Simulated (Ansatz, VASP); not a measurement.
## Nb in VASP and in Ansatz

```
Nb
1.0
    -1.62311    1.62311    1.62311
     1.62311   -1.62311    1.62311
     1.62311    1.62311   -1.62311
Nb
1
Direct
  0.00000 0.00000 0.00000
```

Alike in both runs: task single point; functional LDA; k mesh 14 × 14 × 14; occupations fermi-dirac, width 1 eV; no spin polarisation.

```csv
,VASP,Ansatz
version,VASP 6.6.1,Ansatz 0.2.0
potentials or method,"VASP PAW LDA potentials, release 64 (Nb_sv)","plane waves (420 eV) with PAW, scalar-relativistic"
plane-wave cutoff (eV),520,420
valence electrons in the cell,13,13
```

```csv
,VASP,Ansatz,Ansatz less VASP
pressure (GPa),17.6,17.8,+0.13
```

Ansatz warned: «pseudo_functional_mismatch».
